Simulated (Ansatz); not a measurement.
BaTiO3: band structure with r2SCAN

Crystal: BaTiO3.

```xyz
10
Lattice="4.0073 0.0000 0.0000 0.0000 4.0073 0.0000 0.0000 0.0000 8.0146" Properties=species:S:1:pos:R:3 pbc="T T T"
Ba    2.3139    2.3844    1.9229
Ba    2.0570    1.8276    6.1203
Ti    0.1419    4.0001    0.1061
Ti    3.8069    3.8918    4.1558
O     2.2804    3.7093    7.8525
O     1.7205    3.8733    4.0115
O     3.8827    2.3866    7.8876
O     3.8235    1.8548    4.1970
O     3.8544    0.0411    1.7952
O     0.1626    0.0749    6.0314
```

| Property | Result |
| --- | --- |
| Program | Ansatz 0.2.0 |
| Task | band structure |
| Functional | r2SCAN |
| Potentials or basis | Ansatz PAW |
| Cutoff | 500 eV (not typed: the program's choice for these potentials) |
| k mesh | 7 × 7 × 4 |
| Occupations | fermi-dirac, width 0.05 eV |
| Spin | spin-orbit coupling, no magnetisation |
| Path | [["G", "X", "M", "G", "Z", "R", "A", "Z"], ["X", "R"], ["M", "A"]] |
| Points for each segment of the path | 10 |

```yaml
Pressure: 15.6 GPa
Largest_force: 7.979 eV/Å
Band_gap_on_the_k_mesh: 1.77 eV, direct
Band_gap_along_the_path: 1.77 eV, direct
```

Forces on the atoms (eV/Å):
```
Ba  -2.961 -3.518  0.906
Ba  -0.738  0.630 -0.745
Ti   1.133  2.350 -4.533
Ti   2.274  1.032  2.597
O   -4.534  4.237  0.414
O    1.572 -0.015 -0.599
O    3.218 -7.269  0.686
O   -0.373  1.018 -1.461
O    1.752  1.915  4.494
O   -1.342 -0.379 -1.759
```

Stress tensor (GPa, compression positive):
```
11.72  1.17 -3.68
 1.17 17.32 -1.22
-3.68 -1.22 17.69
```

Levels at the corners of the path, in eV from the valence-band top:
| point | band 77 | band 78 | band 79 | band 80 | band 81 | band 82 | band 83 | band 84 |
| --- | --- | --- | --- | --- | --- | --- | --- | --- |
| Γ | -0.66 | -0.66 | 0.00 | 0.00 | 1.77 | 1.77 | 2.04 | 2.04 |
| X | -0.60 | -0.60 | -0.42 | -0.42 | 2.25 | 2.25 | 3.31 | 3.31 |
| M | -0.35 | -0.35 | -0.01 | -0.01 | 3.25 | 3.25 | 3.40 | 3.40 |
| Γ | -0.66 | -0.66 | 0.00 | 0.00 | 1.77 | 1.77 | 2.04 | 2.04 |
| Z | -0.85 | -0.85 | -0.02 | -0.02 | 1.78 | 1.78 | 2.21 | 2.21 |
| R | -0.67 | -0.67 | -0.37 | -0.37 | 2.45 | 2.45 | 3.29 | 3.29 |
| A | -0.35 | -0.35 | -0.02 | -0.02 | 3.31 | 3.31 | 3.46 | 3.46 |
| Z | -0.85 | -0.85 | -0.02 | -0.02 | 1.78 | 1.78 | 2.21 | 2.21 |
| X | -0.60 | -0.60 | -0.42 | -0.42 | 2.25 | 2.25 | 3.31 | 3.31 |
| R | -0.67 | -0.67 | -0.37 | -0.37 | 2.45 | 2.45 | 3.29 | 3.29 |
| M | -0.35 | -0.35 | -0.01 | -0.01 | 3.25 | 3.25 | 3.40 | 3.40 |
| A | -0.35 | -0.35 | -0.02 | -0.02 | 3.31 | 3.31 | 3.46 | 3.46 |

It took 6.7 min on 4 threads of Arm Neoverse V2, with other jobs on the host, peak memory 3.6 GiB.

Caveat: so large a pressure means that the cell lies far from this level's equilibrium, or that cutoff or potentials fall short; the PAW data sets come from PBE, with cores solved anew for the run's functional, which leaves a small shift of forces and pressure; forces of over 1 eV/Å show positions far from the minimum, so gaps and moduli don't describe the material at rest. r2SCAN opens gaps a little over a GGA but as a rule still falls short of measured ones.
